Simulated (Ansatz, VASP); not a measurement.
One calculation of HfO2 (rat), two programs

```
Hf O
1.0
    -0.00304    2.56055    2.54107
     2.53268   -0.00403    2.56612
     2.56265    2.53405    0.00707
Hf O
1 2
Direct
  0.98412 0.02398 0.99254
  0.23437 0.27419 0.24196
  0.73396 0.77409 0.74245
```

Alike in both runs: functional PBE; k mesh 6 × 6 × 6; occupations gaussian, width 0.1 eV; no spin polarisation.

Ansatz relaxed the structure, and its values are those at the end. VASP's run is a single point on that final structure, the one shown.

```csv
,VASP,Ansatz
version,VASP 6.6.1,Ansatz 0.2.0
potentials or method,"VASP PAW PBE potentials, release 64 (Hf_pv, O)","scalar-relativistic, plane waves, PAW"
plane-wave cutoff (eV),520,420
valence electrons in the cell,22,38
```

```tsv
	VASP	Ansatz	Ansatz less VASP
gap on the k mesh at the Fermi level (eV)	3.75	3.74	-0.011
least direct gap on the mesh (eV)	3.75	3.74	-0.011
pressure (GPa)	-3.8	-0.2	+3.61
rms of the force components (eV/Å)	0.005	0.005	-0.0001
```

One of these differences is far larger than is usual between the two programs; its cause wasn't traced. The two sets of potentials don't hold the same shells in valence.

Caveats: spin-orbit coupling is left out, which moves the levels of the heavy elements. Expect the measured gap to be larger: semilocal functionals such as PBE lack the derivative discontinuity. A k mesh can miss the band edges.
